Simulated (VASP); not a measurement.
# I (C2/m) in VASP: further runs

The runs below take I through single point, with BLYP, LDA, PBE.

All numbers are computed with VASP 6.6.1; they aren't measurements. Logs are shortened: lines on timing, memory, paths and dates and some standing lists are left out, and cuts for length are marked.

## (1) The crystal as given

The structure is monoclinic, space group C2/m (No. 12). Conventional cell: a = 5.077 Å, b = 7.413 Å, c = 2.880 Å, α = 90.00°, β = 124.24°, γ = 90.00°. Around I (site symmetry 2/m) lie 2 I at 2.88 Å.

## (2) Single point, BLYP, collinear spin, typed start (cell strained at random at fixed volume)

INCAR reads:

```
SYSTEM = I
PREC = Accurate
ENCUT = 520
EDIFF = 1E-6
ISMEAR = -5
SIGMA = 0.1
LREAL = .False.
LASPH = .True.
NELM = 150
ALGO = Fast
ISIF = 2
LWAVE = .False.
LCHARG = .False.
ISPIN = 2
MAGMOM = 0.5
LORBIT = 11
GGA = B5
ALDAX = 1.0
AGGAX = 1.0
AGGAC = 1.0
ALDAC = 0.0
NBANDS = 14
```

KPOINTS reads:

```
regular mesh
0
Gamma
  6 6 8
  0 0 0
```

POSCAR reads:

```
I
1.0
    2.4793970000     -3.6752660000     -0.0157220000
    2.5818050000      3.7453970000      0.0222080000
   -1.6128870000     -0.0102080000      2.3844510000
I
1
Direct
    0.5018020000      0.4992540000      0.5030240000
```

Potentials or basis: VASP PAW PBE potentials, release 64 (I).

Command:

```sh
> cat potpaw_PBE.64/I/POTCAR > POTCAR
> mpirun -np 1 vasp_std > vasp.out
```

OUTCAR:

```text
SYSTEM = I
   PREC = Accurate
   ENCUT = 520
   EDIFF = 1E-6
   ISMEAR = -5
   LREAL = .False.
   LASPH = .True.
   NELM = 150
   ISIF = 2
   ISPIN = 2
   LORBIT = 11
   GGA = B5

 ion  position               nearest neighbor table
   1  0.502  0.499  0.503-

  LATTYP: Found a triclinic cell.
 ALAT       =     8.3580929015
 B/A-ratio  =     1.3283618453
 C/A-ratio  =     1.0037427332
 COS(alpha) =     0.0018048103
 COS(beta)  =     0.4346397032
 COS(gamma) =     0.8995464853

  Lattice vectors:

 A1 = (   7.5405990000,  -3.6051350000,  -0.0092360000)
 A2 = (   9.3760270000,  -3.5554200000,   4.7661520000)
 A3 = (   2.2568560000,  -3.7147730000,  -7.1755610000)

Analysis of symmetry for initial positions (statically):
=====================================================================
 Subroutine PRICEL returns:
 Original cell was already a primitive cell.

 Routine SETGRP: Setting up the symmetry group for a
 triclinic supercell.

 Subroutine GETGRP returns: Found  2 space group operations
 (whereof  1 operations were pure point group operations)
 out of a pool of  2 trial point group operations.

The static configuration has the point symmetry C_1 .
 The point group associated with its full space group is S_2 .

Analysis of symmetry for dynamics (positions and initial velocities):
=====================================================================
 Subroutine PRICEL returns:
 Original cell was already a primitive cell.

 Routine SETGRP: Setting up the symmetry group for a
 triclinic supercell.

 Subroutine GETGRP returns: Found  2 space group operations
 (whereof  1 operations were pure point group operations)
 out of a pool of  2 trial point group operations.

The dynamic configuration has the point symmetry C_1 .
 The point group associated with its full space group is S_2 .

Analysis of structural, dynamic, and magnetic symmetry:
=====================================================================
 Subroutine PRICEL returns:
 Original cell was already a primitive cell.

 Routine SETGRP: Setting up the symmetry group for a
 triclinic supercell.

 Subroutine GETGRP returns: Found  2 space group operations
 (whereof  1 operations were pure point group operations)
 out of a pool of  2 trial point group operations.

The overall configuration has the point symmetry C_1 .
 The point group associated with its full space group is S_2 .

 Subroutine INISYM returns: Found  2 space group operations
 (whereof  1 operations are pure point group operations),
 and found     1 'primitive' translations

----------------------------------------------------------------------------------------

                                     Primitive cell

  volume of cell :      44.8061

  direct lattice vectors                    reciprocal lattice vectors
     2.479397000 -3.675266000 -0.015722000     0.199324421 -0.138195732  0.134235119
     2.581805000  3.745397000  0.022208000     0.195590771  0.131380501  0.132863684
    -1.612887000 -0.010208000  2.384451000    -0.000507413 -0.002134836  0.419031386

  length of vectors
     4.433422700  4.549088803  2.878735009     0.277213550  0.270498325  0.419037132

  position of ions in fractional coordinates (direct lattice)
     0.501802000  0.499254000  0.503024000

  ion indices of the primitive-cell ions
   primitive index   ion index
                 1           1

----------------------------------------------------------------------------------------

 KPOINTS: regular mesh

Automatic generation of k-mesh.
 Grid dimensions read from file:
 generate k-points for:    6    6    8

 Generating k-lattice:

  Cartesian coordinates                     Fractional coordinates (reciprocal lattice)
     0.033220737 -0.023032622  0.022372520     0.166666667 -0.000000000  0.000000000
     0.032598462  0.021896750  0.022143947    -0.000000000  0.166666667  0.000000000
    -0.000063427 -0.000266854  0.052378923     0.000000000  0.000000000  0.125000000

  Length of vectors
     0.046202258  0.045083054  0.052379641

  Shift w.r.t. Gamma in fractional coordinates (k-lattice)
[... 37 lines left out ...]
   number of dos      NEDOS =    301   number of ions     NIONS =      1
   total plane-waves  NPLWV =  31104
   dimension x,y,z NGX =    36 NGY =   36 NGZ =   24
   dimension x,y,z NGXF=    72 NGYF=   72 NGZF=   48
   ions per type =               1
   NGX,Y,Z   is equivalent  to a cutoff of  13.50, 13.16, 13.86 a.u.
   NGXF,Y,Z  is equivalent  to a cutoff of  27.00, 26.31, 27.72 a.u.
 SYSTEM =  I
   PREC   = accura    normal or accurate (medium, high low for compatibility)
   ISTART =      0    job   : 0-new  1-cont  2-samecut
   ICHARG =      2    charge: 1-file 2-atom 10-const
   ISPIN  =      2    spin polarized calculation?
   LNONCOLLINEAR =      F non collinear calculations
   LSORBIT =      F    spin-orbit coupling
   LASPH  =      T    aspherical Exc in radial PAW
   ENCUT  =  520.0 eV  38.22 Ry    6.18 a.u.   8.24  8.46  5.35*2*pi/ulx,y,z
   NELM   =    150;   NELMIN=  2; NELMDL= -5     # of ELM steps
   EDIFF  = 0.1E-05   stopping-criterion for ELM
   LREAL  =      F    real-space projection
   EDIFFG = 0.1E-04   stopping-criterion for IOM
   NSW    =      0    number of steps for IOM
   IBRION =     -1    ionic relax: 0-MD 1-quasi-New 2-CG
   NFREE  =      0    steps in history (QN), initial steepest desc. (CG)
   ISIF   =      2    stress and relaxation
   ISYM   =      2    0-nonsym 1-usesym 2-fastsym
   POTIM  = 0.5000    time-step for ionic-motion
   TEBEG  =    0.0;   TEEND  =   0.0 temperature during run
   PSTRESS=    0.0 pullay stress
   NELECT =       7.0000    total number of electrons
   NUPDOWN=      -1.0000    fix difference up-down
   EMIN   =  10.00;   EMAX   =-10.00  energy-range for DOS
   EFERMI =   0.00;   METHOD = LEGACY
   ISMEAR =    -5;   SIGMA  =   0.10  broadening in eV -4-tet -1-fermi 0-gaus
   EFERMI_NEDOS =   21; number of points for ismear=-14 and -15
   IALGO  =     68    algorithm
   IMIX   =      4    mixing-type and parameters
     AMIX     =   0.40;   BMIX     =  1.00
     AMIX_MAG =   1.60;   BMIX_MAG =  1.00
  volume/ion in A,a.u.               =      44.81       302.37
  Fermi-wavevector in a.u.,A,eV,Ry     =   0.881716  1.666201 10.577477  0.777423
  Thomas-Fermi vector in A             =   2.002249
   LORBIT       =     11    0 simple, 1 ext, 2 COOP (PROOUT), +10 PAW based schemes
   GGA     = B5    functional components
   LHFCALC =     F    Hartree Fock is set to
   AEXX    =    0.0000 exact exchange contribution
   IVDW    =     0    specifies the selected vdW correction
   LEPSILON=     F    determine dielectric tensor
   LRPA    =     F    only Hartree local field effects (RPA)
 spin polarized calculation
 RMM-DIIS sequential band-by-band and
 Fermi weights with tetrahedron method with Bloechl corrections
  energy-cutoff  :      520.00
  volume of cell :       44.81
 maximum number of plane-waves:      1222
 NGX is ok and might be reduce to    36
   NGX = 17   NGY = 17   NGZ = 11

 number of electron       7.0000000 magnetization       0.0002367

 number of electron       7.0000000 magnetization      -0.0003031

 Free energy of the ion-electron system (eV)
  ---------------------------------------------------
  ext. energy  EPLUGINS =         0.00000000
  ---------------------------------------------------
  free energy    TOTEN  =        -1.03979339 eV

  energy without entropy =       -1.03979339  energy(sigma->0) =       -1.03979339

 E-fermi :   2.3643     XC(G=0):  -7.3219

 val. band max:        2.3730548598   @ k =   0.0000   0.0000   0.5000
 cond. band min:       2.4725830805   @ k =   0.5000   0.1667   0.5000
 fundamental gap:      0.0995282207
 Fermi energy:         2.3642928954

 spin component 1

 k-point     1 :       0.0000    0.0000    0.0000
  band No.  band energies     occupation
      1     -10.9974      1.00000
      2       0.9657      1.00000
      3       1.0406      1.00000
      4       6.5390      0.00000
      5       6.9509      0.00000
      6      10.2812      0.00000
      7      10.7620      0.00000
      8      13.4117      0.00000
      9      13.4868      0.00000
     10      18.5039      0.00000
     11      18.5183      0.00000
     12      20.2698      0.00000
     13      20.3513      0.00000
     14      24.2094      0.00000
[... 379 lines left out ...]
      3       0.6468      1.00000
      4       4.4566     -0.02908
      5       8.1334      0.00000
      6      12.3332      0.00000
      7      14.4074      0.00000
      8      14.8596      0.00000
      9      15.4550      0.00000
     10      16.9089      0.00000
     11      17.8665      0.00000
     12      19.2920      0.00000
     13      21.1711      0.00000
     14      21.6403      0.00000

 [... further k-points ...]

 spin component 2

 k-point     1 :       0.0000    0.0000    0.0000
  band No.  band energies     occupation
      1     -10.9976      1.00000
      2       0.9655      1.00000
      3       1.0403      1.00000
      4       6.5388      0.00000
      5       6.9509      0.00000
      6      10.2810      0.00000
      7      10.7618      0.00000
      8      13.4118      0.00000
      9      13.4866      0.00000
     10      18.5038      0.00000
     11      18.5182      0.00000
     12      20.2696      0.00000
     13      20.3511      0.00000
     14      24.2093      0.00000
[... 379 lines left out ...]
      3       0.6466      1.00000
      4       4.4565     -0.02906
      5       8.1334      0.00000
      6      12.3331      0.00000
      7      14.4073      0.00000
      8      14.8595      0.00000
      9      15.4549      0.00000
     10      16.9088      0.00000
     11      17.8663      0.00000
     12      19.2919      0.00000
     13      21.1710      0.00000
     14      21.6403      0.00000

 [... further k-points ...]

------------------------ aborting loop because EDIFF is reached ----------------------------------------

  FORCE on cell =-STRESS in cart. coord.  units (eV):
  Direction    XX          YY          ZZ          XY          YZ          ZX
  --------------------------------------------------------------------------------------
  -------------------------------------------------------------------------------------
  Total        0.8949517      0.4467133      1.7191865     -0.0130138     -0.0176289     -1.0275850
  in kB       32.0017266     15.9735962     61.4747532     -0.4653466     -0.6303766    -36.7444336
  external PRESSURE =      36.4833587 kB  Pullay stress =       0.0000000 kB

 VOLUME and BASIS-vectors are now :
 -----------------------------------------------------------------------------
  energy-cutoff  :      520.00
  volume of cell :       44.81
      direct lattice vectors                 reciprocal lattice vectors
     2.479397000 -3.675266000 -0.015722000     0.199324421 -0.138195732  0.134235119
     2.581805000  3.745397000  0.022208000     0.195590771  0.131380501  0.132863684
    -1.612887000 -0.010208000  2.384451000    -0.000507413 -0.002134836  0.419031386

 POSITION                                       TOTAL-FORCE (eV/Angst)
 -----------------------------------------------------------------------------------
      1.72182      0.02051      1.20263         0.000000      0.000000      0.000000
 -----------------------------------------------------------------------------------
    total drift:                                0.000000      0.000000      0.000000

  FREE ENERGIE OF THE ION-ELECTRON SYSTEM (eV)
  ---------------------------------------------------
  free  energy   TOTEN  =        -1.0397933883 eV

  energy  without entropy=       -1.0397933883  energy(sigma->0) =       -1.03979339

 total charge

# of ion       s       p       d       tot
------------------------------------------
    1        1.559   2.656   0.032   4.247

 magnetization (x)

# of ion       s       p       d       tot
------------------------------------------
    1        0.000  -0.000  -0.000  -0.000
```

Wall time 3 min (1 thread of Intel Xeon Platinum 8375C at 2.90GHz (Ice Lake), shared host); peak memory 0.28 GiB.

Results:

| Item | Value |
| --- | --- |
| Free energy | -1.0398 eV |
| Pressure | 3.6 GPa |
| Band gap on the k mesh | none (metal or under the smearing width) |
| Net moment | 0.00 μB per cell |
| Valence electrons inside the program's atomic spheres | I 4.25 |

Levels at points of the mesh, in eV from the Fermi level:
Spin up:
| k point | band 1 | band 2 | band 3 | band 4 | band 5 | band 6 | band 7 | band 8 |
| --- | --- | --- | --- | --- | --- | --- | --- | --- |
| (0.00, 0.00, 0.00) | -13.36 | -1.40 | -1.32 | 4.17 | 4.59 | 7.92 | 8.40 | 11.05 |
| (0.50, 0.00, 0.00) | -13.06 | -3.41 | -1.93 | 4.18 | 5.27 | 10.75 | 11.07 | 12.92 |
| (0.00, 0.50, 0.00) | -13.09 | -3.40 | -1.77 | 4.20 | 5.40 | 10.78 | 10.81 | 12.74 |
| (0.50, 0.50, 0.00) | -13.11 | -3.32 | -1.79 | 3.98 | 5.37 | 10.22 | 10.81 | 12.72 |
| (0.00, 0.00, 0.50) | -10.39 | -5.16 | -0.80 | 0.01 | 5.45 | 6.56 | 11.69 | 12.01 |
| (0.50, 0.00, 0.50) | -10.54 | -5.31 | -0.20 | 0.49 | 6.10 | 8.29 | 9.55 | 10.33 |
| (0.00, 0.50, 0.50) | -10.55 | -5.32 | -0.15 | 0.50 | 6.17 | 8.29 | 9.62 | 10.29 |
| (0.50, 0.50, 0.50) | -10.39 | -5.15 | -0.81 | -0.04 | 5.44 | 6.47 | 11.73 | 11.98 |
Spin down:
| k point | band 2 | band 3 | band 4 | band 5 | band 6 | band 7 |
| --- | --- | --- | --- | --- | --- | --- |
| (0.00, 0.00, 0.00) | -1.40 | -1.32 | 4.17 | 4.59 | 7.92 | 8.40 |
| (0.50, 0.00, 0.00) | -3.41 | -1.93 | 4.18 | 5.27 | 10.74 | 11.07 |
| (0.00, 0.50, 0.00) | -3.40 | -1.77 | 4.20 | 5.40 | 10.78 | 10.81 |
| (0.50, 0.50, 0.00) | -3.32 | -1.79 | 3.98 | 5.37 | 10.22 | 10.81 |
| (0.00, 0.00, 0.50) | -5.16 | -0.80 | 0.01 | 5.45 | 6.56 | 11.69 |
| (0.50, 0.00, 0.50) | -5.31 | -0.20 | 0.49 | 6.10 | 8.29 | 9.55 |
| (0.00, 0.50, 0.50) | -5.32 | -0.15 | 0.50 | 6.17 | 8.29 | 9.62 |
| (0.50, 0.50, 0.50) | -5.15 | -0.81 | -0.04 | 5.44 | 6.47 | 11.73 |

Caveat: the PAW data sets were made with another functional, which shifts forces and pressure a little; tetrahedron occupations give inexact forces and stress in metals.

[end of part 1 of 2]
